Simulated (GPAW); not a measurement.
## A GW chain in GPAW: PbSe (Clausthalite)

Aim: the G0W0 gap of PbSe (Clausthalite) on PBE, step by step.

Calculated with GPAW 26.7.0; PBE and many-body steps on it, plane waves.

### Step 1. Set-up

It takes space group Fm-3m (No. 225, cubic). The conventional cell has a = 6.121 Å, b = 6.121 Å, c = 6.121 Å, α = 90.00°, β = 90.00°, γ = 90.00°. Nearest to Pb lie 6 Se at 3.06 Å. Se has 6 Pb at 3.06 Å nearest. Farther neighbours and most contacts between anions are not listed.

Structure file:

```
Pb Se
1.0
     0.00000    3.06065    3.06065
     3.06065    0.00000    3.06065
     3.06065    3.06065    0.00000
Pb Se
1 1
Direct
  0.00000 0.00000 0.00000
  0.50000 0.50000 0.50000
```

The cell and positions come from the Crystallography Open Database and are kept as given unless a step says otherwise. Spin-orbit coupling is left out unless a step names it.

### Step 2. Ground state

This step: GPAW 26.7.0; DFT, PBE, plane waves, PAW.

The ground-state density comes first.

run.py

```python
import json
import numpy as np
from gpaw.mpi import world
from ase import Atoms
from gpaw import GPAW, PW, FermiDirac

atoms = Atoms(['Pb', 'Se'],
    cell=[[0.0000000000, 3.0606500000, 3.0606500000],
      [3.0606500000, 0.0000000000, 3.0606500000],
      [3.0606500000, 3.0606500000, 0.0000000000]],
    scaled_positions=[[0.0000000000, 0.0000000000, 0.0000000000],
      [0.5000000000, 0.5000000000, 0.5000000000]],
    pbc=(True, True, True))
calc = GPAW(mode=PW(450),
    xc='PBE',
    kpts={'size': (6, 6, 6), 'gamma': True},
    occupations=FermiDirac(0.001),
    nbands=-7,
    convergence={'density': 1e-6, 'bands': -3},
    maxiter=100,
    txt='gs.txt')
atoms.calc = calc
res = {'energy': atoms.get_potential_energy()}
kpts = calc.get_ibz_k_points()
res['kpts'] = kpts
res['eigenvalues'] = [calc.get_eigenvalues(kpt=k) for k in range(len(kpts))]
res['n_electrons'] = calc.get_number_of_electrons()
calc.write('gs.gpw')

if world.rank == 0:
    with open('result.json', 'w') as f:
        json.dump(res, f, default=lambda x: x.tolist())
```

Command:

```sh
$ mpirun -n 4 gpaw python run.py
```

Numbers of over 12 decimals in the logs are rounded to 6 here.

The program printed:

```text
__  _  _
 | _ |_)|_||  |
 |__||  | ||/\| - 26.7.0

Input parameters:
  mode=PW(ecut=450.000000),
  convergence={'density': 1e-06, 'bands': -3},
  kpts=MonkhorstPack(size=(6, 6, 6), gamma=True),
  maxiter=100,
  nbands=-7,
  occupations=Occupations(name='fermi-dirac', width=0.001, fixmagmom=False),
  xc=XC(name='PBE')
  [... matrices ...]
Diagonalizing LCAO Hamiltonian
Converting LCAO to pw mode

                Se

       Pb

Atoms  # Å, Bohr magnetons
|   | symbol |        x |        y |        z |    initial magnetic moments |
| 0 |     Pb | 0.000000 | 0.000000 | 0.000000 | ( 0.0000,  0.0000,  0.0000) |
| 1 |     Se | 3.060650 | 3.060650 | 3.060650 | ( 0.0000,  0.0000,  0.0000) |

Unit cell  # Å
| periodic |        x |        y |        z |  lengths |    angles |
|      yes | 0.000000 | 3.060650 | 3.060650 | 4.328413 | 60.000000 |
|      yes | 3.060650 | 0.000000 | 3.060650 | 4.328413 | 60.000000 |
|      yes | 3.060650 | 3.060650 | 0.000000 | 4.328413 | 60.000000 |

Number of symmetries: 48
Symmetry operations  # r_c * U_cc + t_c -> r_c
|    | kind |            matrix            |
|  0 |  σ   |  1, 0, 0,  1, 0,-1,  1,-1, 0 |
|  1 |  C2  |  1, 0, 0,  1,-1, 0,  1, 0,-1 |
|  2 |  E   |  1, 0, 0,  0, 1, 0,  0, 0, 1 |
|  3 |  σ   |  1, 0, 0,  0, 0, 1,  0, 1, 0 |
|  4 |  C4  |  1, 0,-1,  1, 0, 0,  1,-1, 0 |
|  5 |  S6  |  1, 0,-1,  1,-1, 0,  1, 0, 0 |
|  6 |  σ   |  1, 0,-1,  0, 1,-1,  0, 0,-1 |
|  7 |  C3  |  1, 0,-1,  0, 0,-1,  0, 1,-1 |
|  8 |  S6  |  1,-1, 0,  1, 0, 0,  1, 0,-1 |
|  9 |  C4  |  1,-1, 0,  1, 0,-1,  1, 0, 0 |
| 10 |  C3  |  1,-1, 0,  0,-1, 1,  0,-1, 0 |
| 11 |  σ   |  1,-1, 0,  0,-1, 0,  0,-1, 1 |
| 12 |  σ   |  0, 1, 0,  1, 0, 0,  0, 0, 1 |
| 13 |  C4  |  0, 1, 0,  0, 1,-1, -1, 1, 0 |
| 14 |  C3  |  0, 1, 0,  0, 0, 1,  1, 0, 0 |
| 15 |  S6  |  0, 1, 0, -1, 1, 0,  0, 1,-1 |
| 16 |  C2  |  0, 1,-1,  1, 0,-1,  0, 0,-1 |
| 17 |  σ   |  0, 1,-1,  0, 1, 0, -1, 1, 0 |
| 18 |  S4  |  0, 1,-1,  0, 0,-1,  1, 0,-1 |
| 19 |  C4  |  0, 1,-1, -1, 1, 0,  0, 1, 0 |
| 20 |  C3  |  0, 0, 1,  1, 0, 0,  0, 1, 0 |
| 21 |  σ   |  0, 0, 1,  0, 1, 0,  1, 0, 0 |
| 22 |  S6  |  0, 0, 1,  0,-1, 1, -1, 0, 1 |
| 23 |  C4  |  0, 0, 1, -1, 0, 1,  0,-1, 1 |
| 24 |  S4  |  0, 0,-1,  1, 0,-1,  0, 1,-1 |
| 25 |  C3  |  0, 0,-1,  0, 1,-1,  1, 0,-1 |
| 26 |  C2  |  0, 0,-1,  0,-1, 0, -1, 0, 0 |
| 27 |  S6  |  0, 0,-1, -1, 0, 0,  0,-1, 0 |
| 28 |  S4  |  0,-1, 1,  1,-1, 0,  0,-1, 0 |
| 29 |  C4  |  0,-1, 1,  0, 0, 1, -1, 0, 1 |
| 30 |  C2  |  0,-1, 1,  0,-1, 0,  1,-1, 0 |
| 31 |  σ   |  0,-1, 1, -1, 0, 1,  0, 0, 1 |
| 32 |  C3  |  0,-1, 0,  1,-1, 0,  0,-1, 1 |
| 33 |  S6  |  0,-1, 0,  0, 0,-1, -1, 0, 0 |
| 34 |  S4  |  0,-1, 0,  0,-1, 1,  1,-1, 0 |
| 35 |  C2  |  0,-1, 0, -1, 0, 0,  0, 0,-1 |
| 36 |  C2  | -1, 1, 0,  0, 1, 0,  0, 1,-1 |
| 37 |  S6  | -1, 1, 0,  0, 1,-1,  0, 1, 0 |
| 38 |  S4  | -1, 1, 0, -1, 0, 1, -1, 0, 0 |
| 39 |  C3  | -1, 1, 0, -1, 0, 0, -1, 0, 1 |
| 40 |  S6  | -1, 0, 1,  0, 0, 1,  0,-1, 1 |
| 41 |  C2  | -1, 0, 1,  0,-1, 1,  0, 0, 1 |
| 42 |  C3  | -1, 0, 1, -1, 1, 0, -1, 0, 0 |
| 43 |  S4  | -1, 0, 1, -1, 0, 0, -1, 1, 0 |
| 44 |  C2  | -1, 0, 0,  0, 0,-1,  0,-1, 0 |
| 45 |  i   | -1, 0, 0,  0,-1, 0,  0, 0,-1 |
| 46 |  σ   | -1, 0, 0, -1, 1, 0, -1, 0, 1 |
| 47 |  C2  | -1, 0, 0, -1, 0, 1, -1, 1, 0 |

BZ-sampling:
  Number of BZ points: 216
  Number of IBZ points: 16

  Monkhorst-Pack size: [6, 6, 6]
  Monkhorst-Pack shift: [0.083333, 0.083333, 0.083333]

K-points  # in reciprocal-cell coordinates
|     |                                coordinates |     weight |
|   0 | (  0.00000000,   0.00000000,   0.00000000) | 0.00462963 |
|   1 | (  0.16666667,   0.16666667,   0.00000000) | 0.02777778 |
|   2 | (  0.16666667,   0.16666667,   0.16666667) | 0.03703704 |
|   3 | (  0.33333333,   0.16666667,   0.16666667) | 0.05555556 |
|   4 | (  0.33333333,   0.33333333,  -0.33333333) | 0.05555556 |
|   5 | (  0.33333333,   0.33333333,   0.00000000) | 0.02777778 |
|   6 | (  0.33333333,   0.33333333,   0.16666667) | 0.11111111 |
|   7 | (  0.33333333,   0.33333333,   0.33333333) | 0.03703704 |
|   8 | (  0.50000000,   0.33333333,  -0.33333333) | 0.11111111 |
|   9 | (  0.50000000,   0.33333333,  -0.16666667) | 0.05555556 |
| ... |                                            |            |
|  15 | (  0.50000000,   0.50000000,   0.50000000) | 0.01851852 |

Plane wave coefficients: 1260
Cutoff: 450.000000 eV

Spin-components: 1 (collinear spins)
Bands:           17
Projectors:      11
Spin-degeneracy: 2
Datatype:        complex128

  Storage: CPU
  Wave functions: 5_409_536 bytes (1_352_384 per core)
  Projectors: 7_000_576 bytes (1_750_144 per core)
  [... matrices ...]
Parallelization:
  kpt:    4
  domain: 1
  band:   1

Density:
  Valence electrons: 20.0
  Components: 1
  Grid points: [24 24 24]
  Charge: 0.0  # |e|

Potential:
  Grid points: [24 24 24]

species:
  Pb:
    name:    Lead
    Z:       82.0
    valence: 14
    core:    68
    charge:  0.0  # [|e|]
    compensation charges:
      type: gauss
      rc: 0.38  # [Å]
      lmax: 2
    cutoffs:
      filter: 2.36  # [Å]
      core: 2.43  # [Å]
    projectors
    | kind |    occ | energy [eV] | rcut [Å] |
    |   6s |  2.000 |     -11.969 |    1.259 |
    |   6p |  2.000 |      -3.506 |    1.275 |
    |   5d | 10.000 |     -21.211 |    1.217 |
    |    s |        |      15.243 |    1.259 |
    |    p |        |      23.705 |    1.275 |
    |    d |        |       6.001 |    1.217 |

    Using partial waves for Pb as LCAO basis

  Se:
    name:    Selenium
    Z:       34.0
    valence: 6
    core:    28
    charge:  0.0  # [|e|]
    compensation charges:
      type: gauss
      rc: 0.27  # [Å]
      lmax: 2
    cutoffs:
      filter: 1.77  # [Å]
      core: 2.67  # [Å]
    projectors
    | kind |    occ | energy [eV] | rcut [Å] |
    |   4s |  2.000 |     -17.277 |    0.847 |
    |   4p |  4.000 |      -6.512 |    1.005 |
    |    s |        |       9.935 |    0.847 |
    |    p |        |      20.699 |    1.005 |
    |    d |        |       0.000 |    0.847 |

    Using partial waves for Se as LCAO basis

Reference energy: -633377.995495  # eV

eigensolver:
  PPCG
  Converge bands: -3
  niter=2

density mixing:
  MSR1-Mixer
  Pratt-step length: 0.05
  Maximum mixing coefficient: 0.75
  Old densities: 10
  SVD Regularization: 0.005
  Good broyden scale: 1.0
  Trust region scale: 1.0
  Backstep threshold: 4.0
  History deletion threshold: 6.0
  Fourier metric: weight=20.0, sigma=0.015

occupation numbers:
  Fermi-Dirac:
    width: 0.0010  # eV

poisson solver:
  ecut: 3600.000000  # eV

xc functional:
  name: PBE with 2 nearest neighbor stencil

Initialization done in: 1.667 s

convergence criteria:
- Maximum integral of absolute [dens]ity change: 1e-06 electrons / valence electron
- Maximum [total energy] change in last 3 cyles: 0.0005 eV / valence electron
- Maximum integral of absolute [eigenst]ate change: 4e-08 eV^2 / valence electron
maximum number of iterations: 100

SCF iterations
|iter     |     time |      energy | eigst |  dens |
|iter:   1|  |   -8.625884 | +1.62 |       |
|iter:   2|  |   -8.566896 | +0.05 | -1.23 |
|iter:   3|  |   -8.373839 | -1.28 | -1.28 |
|iter:   4|  |   -8.375352 | -3.41 | -1.89 |
|iter:   5|  |   -8.376040c| -4.18 | -2.29 |
|iter:   6|  |   -8.376064c| -5.50 | -3.23 |
|iter:   7|  |   -8.376066c| -6.68 | -3.77 |
|iter:   8|  |   -8.376067c| -7.59c| -4.46 |
|iter:   9|  |   -8.376067c| -7.76c| -5.22 |
|iter:  10|  |   -8.376067c| -8.61c| -5.72 |
|iter:  11|  |   -8.376067c| -8.92c| -6.53c|

Converged in 11 steps
SCF loop duration: 1.455 s (0.132 s/step)
Energy contributions relative to reference atoms: (reference = -633377.995495)
  [... matrices ...]
Energy contributions:
  Kinetic:          20.196200
  Coulomb:         -20.298812
  Zero:             -0.060115
  External:          0.000000
  Xc:               -8.213340
  Entropy:          -0.000000
  Spinorbit:         0.000000
  ----------------------------
  Free energy:      -8.376067
  Extrapolated:     -8.376067

dipole moment: (-25.874914, -25.874914, -25.874914)  # |e|*Ang

Fermi level: 6.297
Eigenvalues  # (at kpt = [0.000, 0.000, 0.000])
| band index |      eig [eV] | occ [0-2] |
|          0 |       -10.720 |     2.000 |
|        ... |               |           |
|          2 |       -10.718 |     2.000 |
|          3 |       -10.718 |     2.000 |
|          4 |       -10.718 |     2.000 |
|          5 |        -7.477 |     2.000 |
|          6 |        -0.128 |     2.000 |
|          7 |         4.214 |     2.000 |
|          8 |         4.214 |     2.000 |
|          9 |         4.214 |     2.000 |
|         10 |        10.793 |     0.000 |
|         11 |        10.793 |     0.000 |
|         12 |        10.793 |     0.000 |
|         13 |        12.630 |     0.000 |
|         14 |        12.630 |     0.000 |
|         15 |        12.630 |     0.000 |
|         16 |        14.345 |     0.000 |

Gap: 0.245 eV
Transition (v -> c):
  (s=0, k=15, n=9, [0.50, 0.50, 0.50]) -> (s=0, k=15, n=10, [0.50, 0.50, 0.50])
No difference between direct/indirect transitions
# Writing to gs.gpw (mode='')
  [... matrices ...]
```

Run time: 4.8 s. Hardware: 4 MPI ranks of AMD EPYC 9R14 (Zen 4), shared host; peak memory 0.66 GiB; 18 s of CPU time.

This step gave:

- total energy: -8.376 eV
- gap: 0.2446 eV
- k of the valence top: 0.5, 0.5, 0.5
- k of the conduction bottom: 0.5, 0.5, 0.5
- least direct gap: 0.2446 eV

The gap is direct, at (0.500, 0.500, 0.500).

### Step 3. Empty states on the mesh, 4×4×4 mesh, 249 bands

The sums over transitions need many empty states on a uniform mesh; this step solves for them.

run.py

```python
import json
import numpy as np
from gpaw.mpi import world
from gpaw import GPAW

calc = GPAW('gs.gpw').fixed_density(kpts={'size': (4, 4, 4), 'gamma': True},
    parallel={'domain': 1, 'band': 1},
    txt='nscf.txt')
calc.diagonalize_full_hamiltonian(nbands=249)
calc.write('full.gpw', mode='all')
res = {}
kpts = calc.get_ibz_k_points()
res['kpts'] = kpts
res['eigenvalues'] = [calc.get_eigenvalues(kpt=k) for k in range(len(kpts))]
res['n_electrons'] = calc.get_number_of_electrons()

if world.rank == 0:
    with open('result.json', 'w') as f:
        json.dump(res, f, default=lambda x: x.tolist())
```

Command:

```sh
$ mpirun -n 4 gpaw python run.py
```

The program printed:

```text
Diagonalizing LCAO Hamiltonian
Converting LCAO to pw mode
convergence criteria:
- Maximum integral of absolute [eigenst]ate change: 4e-08 eV^2 / valence electron
maximum number of iterations: 100

SCF iterations
|iter     |     time |      energy | eigst |  dens |
|iter:   1|  |             | +1.50 |       |
|iter:   2|  |             | +0.72 |       |
|iter:   3|  |             | -0.94 |       |
[...]
|iter:   7|  |             | -5.56 |       |
|iter:   8|  |             | -6.65 |       |
|iter:   9|  |             | -7.45c|       |
SCF steps: 9
  __  _  _
 | _ |_)|_||  |
 |__||  | ||/\| - 26.7.0

Input parameters:
  mode=PW(ecut=450.000000),
  convergence={'density': 1e-06, 'bands': -3},
  gpts=array([24, 24, 24]),
  kpts=MonkhorstPack(size=(4, 4, 4), gamma=True),
  maxiter=100,
  nbands=17,
  occupations=Occupations(name='fermi-dirac', width=0.001, fixmagmom=False),
  parallel={'domain': 1, 'band': 1},
  xc=XC(name='PBE')
Matrix size: 1243x1243
# Writing to full.gpw (mode='all')
  [... matrices ...]

timing:  # [seconds]
  Total: 2.176  # ━━━━━━━━━━━━━━━━━━━━━━━━━━━━━━━━━━━━━━━━━━━━━━━━━━━━━━━━━━━
```

Elapsed: 6.1 s, on 4 MPI ranks; peak memory 0.77 GiB; 24 s of CPU time.

Numbers from this step:

```yaml
gap: 0.2446 eV
k_of_the_valence_top: 0.5, 0.5, 0.5
k_of_the_conduction_bottom: 0.5, 0.5, 0.5
least_direct_gap: 0.2446 eV
k_points_computed: 8
lowest_point_of_the_top_converged_band_above_the_valence_top: 134.6939 eV
```

On this mesh the gap is 0.245 eV.

### Step 4. Screening and self-energy, 4×4×4 mesh, 239 bands, screening to 150 eV

Now the one-shot GW correction: screening in the RPA, then the self-energy of the levels asked for.

This step: G0W0 on PBE, plane waves, PAW.

run.py

```python
import json
import numpy as np
from gpaw.mpi import world
from gpaw.response.g0w0 import G0W0

gw = G0W0('full.gpw',
    filename='gw',
    kpts=[0, 7],
    bands=(8, 12),
    ecut=150,
    nbands=239,
    integrate_gamma='WS',
    ppa=True)
gw.calculate()
res = {mode: {k: v for k, v in r.items() if k != 'sigma_eskwn'}
       for mode, r in gw.all_results.items()}

if world.rank == 0:
    with open('result.json', 'w') as f:
        json.dump(res, f, default=lambda x: x.tolist())
```

Command:

```sh
$ mpirun -n 4 gpaw python run.py
```

The program printed:

```text
Using integrator: PointIntegrator
FrequencyGridDescriptor(from 0.000+0.000j to 0.000+27.211j eV, 2 points)
Nonperiodic BCs:  [False False False]
Using integrator: PointIntegrator
FrequencyGridDescriptor(from 0.000+0.000j to 0.000+27.211j eV, 2 points)
Nonperiodic BCs:  [False False False]
  ___  _ _ _
 |   || | | |
 | | || | | |
 |__ ||_____|
 |___|

BZ k-points: Symmetries present (total): 48

  [... matrices ...]
64 k-points: 4 x 4 x 4 Monkhorst-Pack grid + [1/8,1/8,1/8]
8 k-points in the irreducible part of the Brillouin zone
       k-points in crystal coordinates                weights
   0:     0.00000000    0.00000000    0.00000000          1/64
   1:     0.25000000    0.25000000    0.00000000          6/64
   2:     0.25000000    0.25000000    0.25000000          8/64
   3:     0.50000000    0.25000000   -0.25000000          6/64
   4:     0.50000000    0.25000000    0.25000000         12/64
   5:     0.50000000    0.50000000    0.00000000          3/64
   6:     0.50000000    0.50000000    0.25000000         24/64
   7:     0.50000000    0.50000000    0.50000000          4/64

Distributing spins, k-points and bands (1 x 2 x 4) over 4 processes
Number of blocks: 1

Quasi particle states:
k-points (IBZ indices): [0, 7]
Band range: (8, 12)
  [... matrices ...]
Computational parameters:
Plane wave cut-off: 150 eV
Number of bands: 239
Coulomb cutoff: None
Broadening: 0.1 eV

fxc modes: GW
Kernel: RPA
Using Godby-Needs plasmon-pole approximation:
  Fitting energy: i*E0, E0 = 1.000 Hartree
Summing all q:

Calculating screened Coulomb potential
No Coulomb truncation
FrequencyGridDescriptor(from 0.000+0.000j to 0.000+27.211j eV, 2 points)
Removing empty qpoint cache files...

Calculating chi0 body with:
    Ground state adapter containing:
    Number of spins: 1
    Number of kpoints: 64
    Number of irreducible kpoints: 8
    Number of completely occupied states: 10
    Number of partially occupied states: 10
    Occupied states memory: 2.109375 M / cpu

    Linear response parametrization:
    q_c: [0.0, 0.0, 0.0]
    Number of frequency points: 2
    Planewave cutoff: 150.0
    Number of bands: 239
    Number of planewaves: 259
    Broadening (eta): 1e-06
    comm.size: 4
    kncomm.size: 4
    blockcomm.size: 1

    Memory estimate of potentially large arrays:
        chi0_wGG: 2.047150 M / cpu
Integrating chi0 body.

Symmetries of q_c:
    Direct symmetries (Uq -> q): 48
    Indirect symmetries (TUq -> q): 0
In total 48 allowed symmetries.

  [... matrices ...]
8 groups of equivalent kpoints. 87.5% reduction.

Integral kind: response function
Integrating chi0 head and wings.

Symmetries of q_c:
    Direct symmetries (Uq -> q): 48
    Indirect symmetries (TUq -> q): 0
In total 48 allowed symmetries.

  [... matrices ...]
8 groups of equivalent kpoints. 87.5% reduction.

Integral kind: response function wings

Calculating chi0 body with:
    Ground state adapter containing:
    Number of spins: 1
    Number of kpoints: 64
    Number of irreducible kpoints: 8
    Number of completely occupied states: 10
    Number of partially occupied states: 10
    Occupied states memory: 2.109375 M / cpu

    Linear response parametrization:
[... the further q-points ...]

Results:
f:      Occupation numbers
eps:     KS-eigenvalues [eV]
vxc:     KS vxc [eV]
exx:     Exact exchange [eV]
sigma:   Self-energies [eV]
dsigma:  Self-energy derivatives
Z:       Renormalization factors
qp:      QP-energies [eV]

k-point 0 (0): (0.000, 0.000, 0.000)                GW
band       f     eps     vxc     exx   sigma  dsigma       Z      qp
                                                                   GW
   8   1.000   4.214 -14.165 -16.750   1.944  -0.301   0.768   3.721
   9   1.000   4.214 -14.165 -16.750   1.944  -0.301   0.768   3.721
  10   0.000  10.793 -13.474  -8.567  -4.800  -0.284   0.779  10.876
  11   0.000  10.793 -13.474  -8.567  -4.800  -0.284   0.779  10.876

k-point 1 (7): (0.500, 0.500, 0.500)                GW
band       f     eps     vxc     exx   sigma  dsigma       Z      qp
                                                                   GW
   8   1.000   4.628 -14.794 -17.183   1.757  -0.296   0.771   4.140
   9   1.000   6.140 -15.903 -16.812   0.557  -0.271   0.787   5.863
  10   0.000   6.385 -11.271  -8.143  -3.351  -0.247   0.802   6.206
  11   0.000   7.779 -11.907  -8.446  -3.598  -0.249   0.800   7.669
```

Elapsed: 74 s, on 4 MPI ranks; peak memory 1.4 GiB.

Numbers from this step:

- G0W0 gap on the points computed: 0.3433 eV
- least direct G0W0 gap on the computed points: 0.3433 eV
- Z at the valence top: 0.7866
- Z at the conduction bottom: 0.8021
- starting gap on the mesh: 0.2446 eV
- k of the valence top: 0.5, 0.5, 0.5
- k of the conduction bottom: 0.5, 0.5, 0.5

The gap on the mesh goes from 0.24 eV to 0.34 eV, a correction of +0.10 eV.

Limits: finite bands, cutoff and mesh; model gap, bands may invert with spin-orbit coupling; no spin-orbit coupling; coarse k mesh. v1 is the top filled band, c1 the lowest empty one. Levels before and after the correction, in eV, zero at the valence-band top of each column:

```
           conduction bottom  valence top
Kohn-Sham               0.24         0.00
     G0W0               0.34         0.00
```

|  | level | energy (eV) |
| --- | --- | --- |
| Kohn-Sham | (0.5 0.5 0.5) v2 | -1.513 |
| Kohn-Sham | (0.5 0.5 0.5) v1 | 0.000 |
| Kohn-Sham | (0.5 0.5 0.5) c1 | 0.245 |
| Kohn-Sham | (0.5 0.5 0.5) c2 | 1.638 |
| G0W0 | (0.5 0.5 0.5) v2 | -1.722 |
| G0W0 | (0.5 0.5 0.5) v1 | 0.000 |
| G0W0 | (0.5 0.5 0.5) c1 | 0.343 |
| G0W0 | (0.5 0.5 0.5) c2 | 1.806 |

### Step 5. Where the time went

Times are wall times on 4 MPI ranks of AMD EPYC 9R14 (Zen 4), shared host, good to a factor of about two.

```
                     step   time  share  memory (GiB)
             ground state  4.8 s    6 %          0.66
 empty states on the mesh  6.1 s    7 %          0.77
screening and self-energy   74 s   87 %           1.4
```

### Step 6. What came out

```
PBE gap              : 0.24 eV, direct
G0W0 gap on the mesh : 0.34 eV
GW settings          : 4×4×4 mesh, 239 bands, screening to 150 eV, Godby-Needs plasmon pole
known limits         : not at the basis limit; model gap, bands may invert with spin-orbit coupling; no spin-orbit coupling; coarse k mesh
```

What this shows: G0W0 moves the gap on the mesh from 0.24 eV to 0.34 eV (+0.10 eV), with Z of 0.79 and 0.80 at the edges. Only 2 of the mesh's irreducible points were corrected, so a valley elsewhere could overtake. The dearest step here is «screening and self-energy». Bands and cutoff are finite, so the gap is not at the basis limit. The miss can reach some tenths of an eV and take either sign; the mesh is an error of its own. These stock PAW sets were not made for GW; the filled d or f shell of Se lies in the frozen core, which bears on start and correction. In the G0W0 run levels were corrected at 2 k points alone, so a gap called «on the mesh» is the least over those, and an edge elsewhere would be missed. The 4×4×4 mesh is coarse for this cell, which bears on the long-range parts of exchange and screening. Where an edge is built on 6p states of lead, bismuth or thallium, scalar-relativistic gaps usually stand too wide, by a few tenths to over one eV. With atoms this heavy and so narrow a gap, spin-orbit coupling can invert the bands. These scalar-relativistic gaps are then model values, not to be set against experiment, and a spin-orbit change taken from DFT can't simply be added.

[Paths, hosts, dates, memory and timing lines, banners, echoed tables and standing remarks are left out of the program output.]

[Logs are printed without paths, hosts, clocks, repeated set-up lines and the standing remarks that a program may print on its own settings, such as how far it seeks lower states.]

[Runs of the session that timed out or met a known fault of the program may be left out.]

[Hosts, paths, dates, database ids (printed as entryN), source tags and the programs' standing remarks are cut or masked in the printed files.]
